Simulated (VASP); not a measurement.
# ZnO (zincite) (P6_3mc) in VASP: further runs

One crystal, ZnO (zincite), is run at these levels: PBEsol, PBE; tasks: elastic constants, dielectric tensor.

Everything below comes from runs of VASP 6.6.1. Logs are shortened: lines on timing, memory, paths and dates and some standing lists are left out, and cuts for length are marked.

**The experiment to reproduce.**

From “Electronic structure of alkaline earth and post-transition metal oxides”, 2009, arxiv:0908.1581, for a bulk crystal of ZnO: band gap 3.37 eV.

The results are compared with them further down.

## 1. The structure

It takes space group P6_3mc (No. 186, hexagonal). The conventional cell has a = 3.249 Å, b = 3.249 Å, c = 5.206 Å, α = 90.00°, β = 90.00°, γ = 120.00°. Around Zn (site symmetry 3m) lie 4 O at 1.97 to 1.98 Å. O (site symmetry 3m) is surrounded by 4 Zn at 1.97 to 1.98 Å.

## 2. Elastic constants, PBEsol

Input file POSCAR:

```
ZnO
1.0
    3.2493080000      0.0000000000      0.0000000000
   -1.6246540000      2.8139832727      0.0000000000
    0.0000000000      0.0000000000      5.2057090000
Zn O
2 2
Direct
    0.6666666667      0.3333333333      0.0000000000
    0.3333333333      0.6666666667      0.5000000000
    0.3333333333      0.6666666667      0.8790100000
    0.6666666667      0.3333333333      0.3790100000
```

Input file INCAR.step1:

```
PREC = Accurate
ENCUT = 600
EDIFF = 1E-8
ISMEAR = -1
SIGMA = 0.05
LREAL = F
LASPH = T
NELM = 100
ALGO = Normal
ISIF = 3
LWAVE = F
LCHARG = F
GGA = PS
IBRION = 2
NSW = 40
EDIFFG = -0.002
```

Input file INCAR.step2:

```
PREC = Accurate
ENCUT = 600
EDIFF = 1E-8
ISMEAR = -1
SIGMA = 0.05
LREAL = F
LASPH = T
NELM = 100
ALGO = Normal
ISIF = 3
LWAVE = F
LCHARG = F
GGA = PS
IBRION = 6
NFREE = 2
POTIM = 0.015
NSW = 1
```

Input file KPOINTS:

```
Automatic mesh
0
Gamma
  7 7 4
```

Potentials or basis: VASP PAW PBE potentials, release 64 (Zn, O).

Run with:

```console
$ cat potpaw_PBE.64/Zn/POTCAR potpaw_PBE.64/O/POTCAR > POTCAR
$ cp INCAR.step1 INCAR
$ mpirun -np 1 vasp_std > vasp.out
$ cp CONTCAR POSCAR
$ cp INCAR.step2 INCAR
$ mpirun -np 1 vasp_std > vasp.out
```

OUTCAR:

```text
PREC = Accurate
   ENCUT = 600
   EDIFF = 1E-8
   ISMEAR = -1
   LREAL = F
   LASPH = T
   NELM = 100
   ISIF = 3
   GGA = PS
   IBRION = 6
   NFREE = 2
   POTIM = 0.015
   NSW = 1

 ion  position               nearest neighbor table
   1  0.667  0.333  0.000-   3 1.97   3 1.97   3 1.97   4 1.98
   2  0.333  0.667  0.500-   4 1.97   4 1.97   4 1.97   3 1.98
   3  0.333  0.667  0.879-   1 1.97   1 1.97   1 1.97   2 1.98
   4  0.667  0.333  0.379-   2 1.97   2 1.97   2 1.97   1 1.98

  LATTYP: Found a hexagonal cell.
 ALAT       =     3.2360195233
 C/A-ratio  =     1.6142279856

  Lattice vectors:

 A1 = (   3.2360195233,   0.0000000000,   0.0000000000)
 A2 = (  -1.6180097617,   2.8024751143,   0.0000000000)
 A3 = (   0.0000000000,   0.0000000000,   5.2236732765)

Analysis of symmetry for initial positions (statically):
=====================================================================
 Subroutine PRICEL returns:
 Original cell was already a primitive cell.

 Routine SETGRP: Setting up the symmetry group for a
 hexagonal supercell.

 Subroutine GETGRP returns: Found 12 space group operations
 (whereof  6 operations were pure point group operations)
 out of a pool of 24 trial point group operations.

The static configuration has the point symmetry C_3v.
 The point group associated with its full space group is C_6v.

Analysis of symmetry for dynamics (positions and initial velocities):
=====================================================================
 Subroutine PRICEL returns:
 Original cell was already a primitive cell.

 Routine SETGRP: Setting up the symmetry group for a
 hexagonal supercell.

 Subroutine GETGRP returns: Found 12 space group operations
 (whereof  6 operations were pure point group operations)
 out of a pool of 24 trial point group operations.

The dynamic configuration has the point symmetry C_3v.
 The point group associated with its full space group is C_6v.

 Subroutine INISYM returns: Found 12 space group operations
 (whereof  6 operations are pure point group operations),
 and found     1 'primitive' translations

----------------------------------------------------------------------------------------

                                     Primitive cell

  volume of cell :      47.3728

  direct lattice vectors                    reciprocal lattice vectors
     3.236019523  0.000000000  0.000000000     0.309021621  0.178413716  0.000000000
    -1.618009762  2.802475114  0.000000000     0.000000000  0.356827433  0.000000000
     0.000000000  0.000000000  5.223673277     0.000000000  0.000000000  0.191436169

  length of vectors
     3.236019523  3.236019523  5.223673277     0.356827433  0.356827433  0.191436169

  position of ions in fractional coordinates (direct lattice)
     0.666666667  0.333333333  0.000027183
     0.333333333  0.666666667  0.500027183
     0.333333333  0.666666667  0.878982817
     0.666666667  0.333333333  0.378982817

  ion indices of the primitive-cell ions
   primitive index   ion index
                 1           1
                 2           2
                 3           3
                 4           4

[... 118 lines left out ...]
  free energy    TOTEN  =       -19.41428443 eV

  energy without entropy =      -19.41426854  energy(sigma->0) =      -19.41427648

------------------------ aborting loop because EDIFF is reached ----------------------------------------

  FORCE on cell =-STRESS in cart. coord.  units (eV):
  Direction    XX          YY          ZZ          XY          YZ          ZX
  --------------------------------------------------------------------------------------
  -------------------------------------------------------------------------------------
  Total        0.0031367      0.0031367      0.0038844      0.0000000      0.0000000      0.0000000
  in kB        0.1060846      0.1060846      0.1313739      0.0000000      0.0000000      0.0000000
  external PRESSURE =       0.1145144 kB  Pullay stress =       0.0000000 kB
[... 95 lines left out ...]
  FREE ENERGIE OF THE ION-ELECTRON SYSTEM (eV)
  ---------------------------------------------------
  free  energy   TOTEN  =       -19.4048742491 eV

  energy  without entropy=      -19.4048594146  energy(sigma->0) =      -19.40486683

[... ionic steps 4 to 18 ...]

--------------------------------------- Ionic step       19  -------------------------------------------

 number of electron      36.0000010 magnetization

------------------------ aborting loop because EDIFF is reached ----------------------------------------
[... 71 lines left out ...]
--------------------------------------- Ionic step       21  -------------------------------------------

 number of electron      36.0000011 magnetization

 Free energy of the ion-electron system (eV)
  ---------------------------------------------------
  ext. energy  EPLUGINS =         0.00000000
  ---------------------------------------------------
  free energy    TOTEN  =       -19.41297338 eV

  energy without entropy =      -19.41295735  energy(sigma->0) =      -19.41296536

 E-fermi :   1.4634     XC(G=0): -11.2111

 val. band max:        1.0942244653   @ k =   0.0000   0.0000   0.0000
 cond. band min:       1.7767529622   @ k =   0.0000   0.0000   0.0000
 fundamental gap:      0.6825284969
 Fermi energy:         1.4634010099

 k-point     1 :       0.0000    0.0000    0.0000
  band No.  band energies     occupation
      1     -16.9887      2.00000
      2     -16.2402      2.00000
      3      -4.6850      2.00000
      4      -4.6378      2.00000
      5      -4.6378      2.00000
      6      -4.6129      2.00000
[... 589 lines left out ...]
     21       9.5610      0.00000
     22       9.6596      0.00000

 [... further k-points ...]

------------------------ aborting loop because EDIFF is reached ----------------------------------------

  FORCE on cell =-STRESS in cart. coord.  units (eV):
  Direction    XX          YY          ZZ          XY          YZ          ZX
  --------------------------------------------------------------------------------------
  -------------------------------------------------------------------------------------
  Total       -0.0652559     -0.0652559      0.1435822     -0.0000000      0.0000000      0.0000000
  in kB       -2.2069945     -2.2069945      4.8560406     -0.0000000      0.0000000      0.0000000
  external PRESSURE =       0.1473505 kB  Pullay stress =       0.0000000 kB
[... 19 lines left out ...]
  FREE ENERGIE OF THE ION-ELECTRON SYSTEM (eV)
  ---------------------------------------------------
  free  energy   TOTEN  =       -19.4129733768 eV

  energy  without entropy=      -19.4129573515  energy(sigma->0) =      -19.41296536

 INTERNAL STRAIN TENSORS FROM STRAINED CELLS
 ============================================

 INTERNAL STRAIN TENSOR FOR ION    1 for displacements in x,y,z  (eV/Angst):
          X           Y           Z          XY          YZ          ZX
  --------------------------------------------------------------------------------
  x    -0.00000     0.00000    -0.00000     7.13352    -0.00000    -4.50452
  y     7.16042    -7.17181     0.00000    -0.00001    -4.50110    -0.00001
  z    -4.55220    -4.55552     8.97680    -0.00057    -0.00014     0.00005

 INTERNAL STRAIN TENSORS FROM DISPLACED ATOMS
 ============================================

 INTERNAL STRAIN TENSOR FOR ION    1 for displacements in x,y,z  (eV/Angst):
          X           Y           Z          XY          YZ          ZX
  --------------------------------------------------------------------------------
  x     0.00000     0.00000     0.00000     7.13560    -0.00000    -4.50265
  y     7.13560    -7.13560     0.00000     0.00000    -4.50266     0.00000
  z    -4.52582    -4.52582     8.94336    -0.00000     0.00000     0.00000

 INTERNAL STRAIN TENSOR FOR ION    4 for displacements in x,y,z  (eV/Angst):
          X           Y           Z          XY          YZ          ZX
  --------------------------------------------------------------------------------
  x     0.00000     0.00000    -0.00000     8.10872    -0.00000     4.50484
  y     8.10872    -8.10872    -0.00000     0.00000     4.50484     0.00000
  z     4.54368     4.54368    -8.89816     0.00000     0.00000     0.00000

 Eigenvectors and eigenvalues of the dynamical matrix
 ----------------------------------------------------

   1 f  =   15.956790 THz   100.259467 2PiTHz  532.261215 cm-1    65.991950 meV
             X         Y         Z           dx          dy          dz
      1.618010  0.934158  0.000142     0.000000   -0.000000   -0.093114
     -0.000000  1.868317  2.611979    -0.000000    0.000000    0.093114
     -0.000000  1.868317  4.591519    -0.000000    0.000000   -0.700949
      1.618010  0.934158  1.979682     0.000000   -0.000000    0.700949
[... 71 lines left out ...]
  12 f/i=    0.015221 THz     0.095638 2PiTHz    0.507726 cm-1     0.062950 meV
             X         Y         Z           dx          dy          dz
      1.618010  0.934158  0.000142    -0.000000    0.000000    0.633376
     -0.000000  1.868317  2.611979    -0.000000    0.000000    0.633376
     -0.000000  1.868317  4.591519    -0.000000    0.000000    0.314379
      1.618010  0.934158  1.979682    -0.000000    0.000000    0.314379

--------------------------------------------------------------------------------------------------------

 ELASTIC MODULI CONTR FROM IONIC RELAXATION (kBar)
 Direction    XX          YY          ZZ          XY          YZ          ZX
 --------------------------------------------------------------------------------
 XX        -715.5115    292.5315    416.0464      0.0000      0.0000     -0.0000
 YY         292.5315   -715.5115    416.0464     -0.0000     -0.0000      0.0000
 ZZ         416.0464    416.0464   -818.4526      0.0000     -0.0000      0.0000
 XY           0.0000     -0.0000      0.0000   -504.0215     -0.0000      0.0000
 YZ           0.0000     -0.0000     -0.0000     -0.0000   -188.8844      0.0000
 ZX          -0.0000      0.0000      0.0000      0.0000      0.0000   -188.8841
 --------------------------------------------------------------------------------

 TOTAL ELASTIC MODULI (kBar)
 Direction    XX          YY          ZZ          XY          YZ          ZX
 --------------------------------------------------------------------------------
 XX        2012.9546   1239.7492   1091.1687      0.0000      0.0000     -0.0000
 YY        1239.7492   2012.9546   1091.1687     -0.0000     -0.0000      0.0000
 ZZ        1091.1687   1091.1687   2159.6541      0.0000     -0.0000      0.0000
 XY           0.0000     -0.0000      0.0000    386.6027     -0.0000      0.0000
 YZ           0.0000     -0.0000     -0.0000     -0.0000    354.3824      0.0000
 ZX          -0.0000      0.0000      0.0000      0.0000      0.0000    354.3826
 --------------------------------------------------------------------------------
```

It took 9.7 min on 1 thread of AMD EPYC 9R45 (Zen 5), shared host; peak memory 0.31 GiB.

What came out:

- Relaxed volume: 11.84 Å³/atom
- Relaxed cell: a = 3.236 Å, b = 3.236 Å, c = 5.224 Å, α = 90.00°, β = 90.00°, γ = 120.00°
- Space group after relaxing (to 0.05 Å): P6_3mc (No. 186)
- Voigt bulk modulus: 145 GPa
- Highest phonon frequency at Γ, LO-TO splitting left out: 532 cm⁻¹

Step by step:
```
step  energy change (eV)  largest force (eV/Å)  pressure (GPa)  volume (Å³)
   1              0.0000                0.0653           -0.67        47.60
   2             -0.0014                0.0310            0.36        47.26
   3             -0.0016                0.0070            0.10        47.34
   4             -0.0016                0.0055            0.08        47.35
   5             -0.0017                0.0101           -0.04        47.39
   6             -0.0017                0.0124           -0.10        47.41
   7             -0.0017                0.0106           -0.07        47.40
   8             -0.0017                0.0066           -0.02        47.38
   9             -0.0017                0.0015            0.01        47.37
  10             -0.0017                0.0006            0.01        47.37
```

Final structure:
```
Zn O
1.0
     3.23602    0.00000    0.00000
    -1.61801    2.80248    0.00000
     0.00000    0.00000    5.22367
Zn O
2 2
Direct
  0.66667 0.33333 0.00003
  0.33333 0.66667 0.50003
  0.33333 0.66667 0.87898
  0.66667 0.33333 0.37898
```

Phonon frequencies in cm⁻¹ (negative: imaginary):
| q point | frequencies |
| --- | --- |
| (0.000, 0.000, 0.000) | -1 0 0 88 88 253 373 392 392 424 424 532 |

Elastic tensor in Voigt notation (GPa, in the Cartesian axes of the cell as first typed):
```
201 124 109   0   0   0
124 201 109   0   0   0
109 109 216   0   0   0
  0   0   0  35   0   0
  0   0   0   0  35   0
  0   0   0   0   0  39
```

Clamped-ion elastic tensor (GPa):
```
273  95  68   0   0   0
 95 273  68   0   0   0
 68  68 298   0   0   0
  0   0   0  54   0   0
  0   0   0   0  54   0
  0   0   0   0   0  89
```

Caveat: the PAW data sets were made with another functional, which shifts forces and pressure a little.

## 3. Dielectric tensor, PBE

Input file INCAR:

```
PREC     = Accurate       # precision mode
ENCUT    = 800            # plane-wave cutoff, eV
EDIFF    = 1E-8           # SCF threshold, eV
ISMEAR   = 0              # smearing method
SIGMA    = 0.01           # smearing width, eV
LREAL    = False          # projectors in reciprocal space
LASPH    = True           # aspherical terms in the spheres
NELM     = 100            # most SCF steps
ALGO     = Normal         # electronic algorithm
ISIF     = 2              # what is computed and relaxed
LWAVE    = False          # write WAVECAR
LCHARG   = False          # write CHGCAR
GGA      = PE             # functional
LEPSILON = True           # dielectric tensor by DFPT
```

Input file KPOINTS:

```
Automatic mesh
0
Gamma
  11 11 6
```

POSCAR is that of step 2.

Potentials or basis: VASP PAW PBE potentials, release 64 (Zn, O).

Run with:

```console
$ cat potpaw_PBE.64/Zn/POTCAR potpaw_PBE.64/O/POTCAR > POTCAR
$ mpirun -np 1 vasp_std > vasp.out
```

OUTCAR:

```text
PREC = Accurate
   ENCUT = 800
   EDIFF = 1E-8
   ISMEAR = 0
   LREAL = False
   LASPH = True
   NELM = 100
   ISIF = 2
   GGA = PE
   LEPSILON = True

 ion  position               nearest neighbor table
   1  0.667  0.333  0.000-   4 1.97   3 1.98   3 1.98   3 1.98
   2  0.333  0.667  0.500-   3 1.97   4 1.98   4 1.98   4 1.98
   3  0.333  0.667  0.879-   2 1.97   1 1.98   1 1.98   1 1.98
   4  0.667  0.333  0.379-   1 1.97   2 1.98   2 1.98   2 1.98

  LATTYP: Found a hexagonal cell.
 ALAT       =     3.2493080000
 C/A-ratio  =     1.6020977390

  Lattice vectors:

 A1 = (   3.2493080000,   0.0000000000,   0.0000000000)
 A2 = (  -1.6246540000,   2.8139832727,   0.0000000000)
 A3 = (   0.0000000000,   0.0000000000,   5.2057090000)

Analysis of symmetry for initial positions (statically):
=====================================================================
 Subroutine PRICEL returns:
 Original cell was already a primitive cell.

 Routine SETGRP: Setting up the symmetry group for a
 hexagonal supercell.

 Subroutine GETGRP returns: Found 12 space group operations
 (whereof  6 operations were pure point group operations)
[... 835 lines left out ...]
  energy without entropy =       -0.61179025

------------------------ aborting loop because EDIFF is reached ----------------------------------------

 PIEZOELECTRIC TENSOR FIELD DIRECTION 3  (e Angst)
 -----------------------------------------------------------------------------
     1.13490  0.00000  0.00000           (  0.04457  0.00000  0.00000)
     0.00000  1.13490  0.00000           (  0.00000  0.04457  0.00000)
    -0.00000  0.00000 -2.29844           (  0.00000  0.00000 -0.11986)

 PIEZOELECTRIC TENSOR FIELD DIRECTION 3  (C/m^2)
 -----------------------------------------------------------------------------
     0.38201  0.00000  0.00000
     0.00000  0.38201  0.00000
    -0.00000  0.00000 -0.77366

 MACROSCOPIC STATIC DIELECTRIC TENSOR (including local field effects in DFT)
 ------------------------------------------------------
           5.430796    -0.000000     0.000000
           0.000000     5.430796    -0.000000
           0.000000     0.000000     5.407265
 ------------------------------------------------------

 PIEZOELECTRIC TENSOR (including local field effects)  for field in x, y, z        (e  Angst)
          XX          YY          ZZ          XY          YZ          ZX
  --------------------------------------------------------------------------------
  x     0.00000     0.00000     0.00000    -0.00000     0.00000     1.20099
  y     0.00000     0.00000     0.00000     0.00000     1.20099     0.00000
  z     1.13490     1.13490    -2.29844     0.00000     0.00000     0.00000

 PIEZOELECTRIC TENSOR (including local field effects)  for field in x, y, z        (C/m^2)
          XX          YY          ZZ          XY          YZ          ZX
  --------------------------------------------------------------------------------
  x     0.00000     0.00000     0.00000    -0.00000     0.00000     0.40426
  y     0.00000     0.00000     0.00000     0.00000     0.40426     0.00000
  z     0.38201     0.38201    -0.77366     0.00000     0.00000     0.00000

 BORN EFFECTIVE CHARGES (including local field effects) (in |e|, cummulative output)
 ---------------------------------------------------------------------------------
 ion    1
    1     2.11973     0.00000     0.00000
    2     0.00000     2.11973     0.00000
    3     0.00000     0.00000     2.16795
 ion    2
    1     2.11973    -0.00000     0.00000
    2     0.00000     2.11973     0.00000
    3     0.00000     0.00000     2.16795
 ion    3
    1    -2.11973     0.00000     0.00000
    2     0.00000    -2.11973     0.00000
    3     0.00000    -0.00000    -2.16795
 ion    4
    1    -2.11973     0.00000     0.00000
    2     0.00000    -2.11973     0.00000
    3     0.00000     0.00000    -2.16795
```

Wall time 15 min (1 thread of Intel Xeon Platinum 8488C (Sapphire Rapids), shared host); peak memory 0.9 GiB.

Results:

```
Band gap on the k mesh                  : 0.79 eV, direct
Electronic dielectric tensor (diagonal) : 5.43, 5.43, 5.41
Born charges (mean of the diagonal)     : Zn +2.14; O -2.14 e
```

Levels at points of the mesh, in eV from the valence-band top:
| k point | band 14 | band 15 | band 16 | band 17 | band 18 | band 19 | band 20 | band 21 | band 22 |
| --- | --- | --- | --- | --- | --- | --- | --- | --- | --- |
| (0.00, 0.00, 0.00) | -0.81 | -0.81 | -0.07 | 0.00 | 0.00 | 0.79 | 5.21 | 8.27 | 12.85 |
| (0.00, 0.00, 0.50) | -2.22 | -0.40 | -0.40 | -0.40 | -0.40 | 3.46 | 3.46 | 10.12 | 10.12 |

Electronic dielectric tensor:
```
5.43 0.00 0.00
0.00 5.43 0.00
0.00 0.00 5.41
```

Born effective charge tensors (e):
atom 1, Zn
```
2.12 0.00 0.00
0.00 2.12 0.00
0.00 0.00 2.17
```
atom 2, Zn
```
2.12 0.00 0.00
0.00 2.12 0.00
0.00 0.00 2.17
```
atom 3, O
```
-2.12  0.00  0.00
 0.00 -2.12  0.00
 0.00  0.00 -2.17
```
atom 4, O
```
-2.12  0.00  0.00
 0.00 -2.12  0.00
 0.00  0.00 -2.17
```

(Part 1 of 3 ends here.)
